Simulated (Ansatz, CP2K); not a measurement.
Given: the input of a run of CP2K 2026.2 on Sb. This isn't the form of Sb at room conditions, which is rhombohedral.

File sb_scf.inp:

```
&GLOBAL
  PROJECT sb_scf
  RUN_TYPE ENERGY_FORCE
  PRINT_LEVEL LOW
&END GLOBAL
&FORCE_EVAL
  METHOD QS
  STRESS_TENSOR ANALYTICAL
  &DFT
    BASIS_SET_FILE_NAME BASIS_MOLOPT_UZH
    POTENTIAL_FILE_NAME GTH_POTENTIALS
    &MGRID
      CUTOFF 450
      REL_CUTOFF 60
      NGRIDS 4
    &END MGRID
    &QS
      METHOD GPW
      EPS_DEFAULT 1.0E-10
    &END QS
    &KPOINTS
      SCHEME MONKHORST-PACK 8 8 8
      GAMMA_CENTERED T
      SYMMETRY T
      SYMMETRY_BACKEND SPGLIB
    &END KPOINTS
    &SCF
      SCF_GUESS ATOMIC
      EPS_SCF 1.0E-6
      MAX_SCF 100
      ADDED_MOS 8
      CHOLESKY OFF
      EPS_EIGVAL 1.0E-7
      &DIAGONALIZATION ON
        ALGORITHM STANDARD
      &END DIAGONALIZATION
      &MIXING ON
        METHOD BROYDEN_MIXING
        ALPHA 0.4
        BETA 1.5
        NBUFFER 8
      &END MIXING
      &SMEAR ON
        METHOD GAUSSIAN
        SIGMA [eV] 0.1
      &END SMEAR
    &END SCF
    &XC
      &XC_FUNCTIONAL
        &LDA_X
        &END LDA_X
        &LDA_C_PW
        &END LDA_C_PW
      &END XC_FUNCTIONAL
    &END XC
    &PRINT
      &KPOINTS ON
      &END KPOINTS
      &MULLIKEN ON
      &END MULLIKEN
      &MO ON
        ENERGIES T
        OCCUPATION_NUMBERS T
        &EACH
          QS_SCF 0
        &END EACH
        ADD_LAST NUMERIC
      &END MO
    &END PRINT
  &END DFT
  &SUBSYS
    &CELL
      A 3.1600000000 0.0000000000 0.0000000000
      B 0.0000000000 3.1600000000 0.0000000000
      C 0.0000000000 0.0000000000 3.1600000000
      PERIODIC XYZ
    &END CELL
    &COORD
      Sb  0.0000000000 0.0000000000 0.0000000000
    &END COORD
    &KIND Sb
      BASIS_SET TZVP-MOLOPT-PBE-GTH-q5
      POTENTIAL GTH-PADE-q5
    &END KIND
    &PRINT
      &ATOMIC_COORDINATES ON
      &END ATOMIC_COORDINATES
      &CELL ON
      &END CELL
    &END PRINT
  &END SUBSYS
  &PRINT
    &FORCES ON
    &END FORCES
    &STRESS_TENSOR ON
    &END STRESS_TENSOR
  &END PRINT
&END FORCE_EVAL
```

Potentials or basis: GTH_POTENTIALS Sb GTH-PADE-q5; TZVP-MOLOPT-PBE-GTH basis.

Run with:

```bash
$ OMP_NUM_THREADS=1 cp2k.psmp -i sb_scf.inp -o sb_scf.out
```

**Question.** Set up the same calculation for Ansatz 0.2.0. Potentials or basis there: Ansatz PAW, cutoff 420 eV.

**Answer.** As run (cutoffs and basis follow the program's own potentials, and thresholds, step limits or extra output files can differ):

Contents of input.yaml:

```yaml
crystal:
  lattice:
    - [3.16, 0.0, 0.0]
    - [0.0, 3.16, 0.0]
    - [0.0, 0.0, 3.16]
  atoms:
    - { symbol: Sb, position: [0.0, 0.0, 0.0] }
hamiltonian:
  xc: lda
  pseudopotentials: { kind: paw }
kpoints:
  mp_grid: { grid: [8, 8, 8] }
scf:
  occupations: { method: gaussian, width: 0.1 }
output:
  forces: true
  stress: true
  eigenvalues: true
```

Potentials or basis: Ansatz PAW.

Launch:

```console
$ ansatz run input.yaml --threads 1 --pin off --max-ram 3584MiB --backend cpu --events-out ev --progress --plain --runs-dir out
```

Both were run:

|  | CP2K | Ansatz |
| --- | --- | --- |
| Pressure | -5.3 GPa | -5.7 GPa |

Ansatz's pressure holds a Pulay term of +0.03 GPa for its cutoff of 420 eV, which the other run lacks.

The potentials hold 5 and 15 valence electrons a cell.

Ansatz's potentials were made for PBE.

Where Ansatz's input types no cutoff or centring, it takes its own default and a Γ-centred mesh.

The two programs' LDA may be different fits to the electron gas.

Pressure is positive in compression.
